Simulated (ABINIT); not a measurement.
Crystal: Ir.

```
Ir
1.0
     0.00000    1.91560    1.91560
     1.91560    0.00000    1.91560
     1.91560    1.91560    0.00000
Ir
1
Direct
  0.00000 0.00000 0.00000
```

- Program: ABINIT 10.8.3 (patched build)
- Task: single point
- Functional: PBE
- Potentials or basis: JTH PAW PBE v2.0
- Cutoff: 435 eV
- k mesh: 12 × 12 × 12
- Occupations: fermi-dirac, width 0.05 eV
- Spin: no spin polarisation

On this cell: pressure 11.0 GPa; band gap on the k mesh none (metal or under the smearing width).

The same run follows on a disturbed copy (cell strained at random at fixed volume):

```
Ir
1.0
    -0.00903    1.95837    1.93892
     1.89839    0.02290    1.90699
     1.89968    1.92773    0.02161
Ir
1
Direct
  0.99766 0.99684 0.98575
```

What changes?

The energy (extrapolated to zero smearing) moves by +12.8 meV/atom; pressure 11.3 GPa; band gap on the k mesh none (metal or under the smearing width).

Stress tensor (GPa, compression positive):
```
13.46  1.29  1.76
 1.29  8.23 -8.44
 1.76 -8.44 12.25
```
